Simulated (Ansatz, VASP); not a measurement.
**One calculation of Si, two programs**

```
CELL_PARAMETERS angstrom
3.84753 0.00000 0.00000
-1.92376 3.33205 0.00000
0.00000 0.00000 15.97080
ATOMIC_POSITIONS crystal
Si 0.33333 0.66667 0.27994
Si 0.66667 0.33333 0.25046
Si 0.33333 0.66667 0.42525
```

Alike in both runs: functional PBE; dispersion D3(BJ); k mesh 9 × 9 × 1; occupations gaussian, width 0.1 eV; collinear spin.

Ansatz relaxed the structure, and its values are those at the end. VASP's run is a single point on that final structure, the one shown.

```csv
,VASP,Ansatz
version,VASP 6.6.1,Ansatz 0.2.0
potentials or method,"VASP PAW PBE potentials, release 64 (Si)","scalar-relativistic, plane waves, PAW"
plane-wave cutoff (eV),520,420
valence electrons in the cell,12,12
```

|  | VASP | Ansatz | Ansatz less VASP |
| --- | --- | --- | --- |
| gap on the k mesh at the Fermi level (eV) | none | none | - |
| rms of the force components (eV/Å) | 0.078 | 0.078 | +0.0003 |
| net moment per atom (μB) | 0.00 | 0.00 | 0.000 |

A gap of «none» marks a metal or a gap that the smearing closes. Ansatz warned: «filled_band_counts_differ_across_k_points».
